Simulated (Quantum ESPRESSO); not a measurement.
**Ta2N under changes of volume**

One of the cells (13.622 Å³/atom); the others are scaled copies at fixed shape and fractional positions:

```
Ta N
1.0
     3.11286    0.00000    0.00000
    -1.55643    2.69582    0.00000
     0.00000    0.00000    4.86984
Ta N
2 1
Cartesian
  0.0000 1.7972 1.2404
  1.5564 0.8986 3.6294
  0.0000 0.0000 0.0000
```

The cell comes from a database or a generator and needn't be the stable form of this composition.

* Program: Quantum ESPRESSO 7.5
* Functional: LDA
* Potentials or basis: GBRV 1.5 LDA
* Cutoff: 762 eV
* Density cutoff: 6095 eV
* k mesh: 10 × 10 × 6
* Occupations: fermi-dirac, width 0.05 eV
* Spin: no spin polarisation

```tsv
volume (Å³/atom)	energy over the lowest point (meV/atom)	pressure (GPa)
12.805	0.74	3.7
13.077	0.00	-3.0
13.350	10.07	-9.0
13.622	29.80	-14.3
13.895	58.18	-19.1
14.167	?	?
14.439	137.23	-27.2
```

**Question.** What does the run at 14.167 Å³/atom give?

**Answer.** Energy over the lowest point 94.27 meV/atom; pressure -23.4 GPa.

Worked out: A Birch-Murnaghan fit of order 3 (a polynomial in V^(-2/3)) to the other rows has its minimum at 12.96 Å³/atom with B0 = V·E''(V) = 317 GPa and B' = 4.3 at fixed shape and positions, which overstates the stiffness. It gives 94.26 meV/atom at 14.167 Å³/atom, against the run's 94.27, and -dE/dV = -23.4 GPa, against -23.4.

Energies are extrapolated to zero smearing.
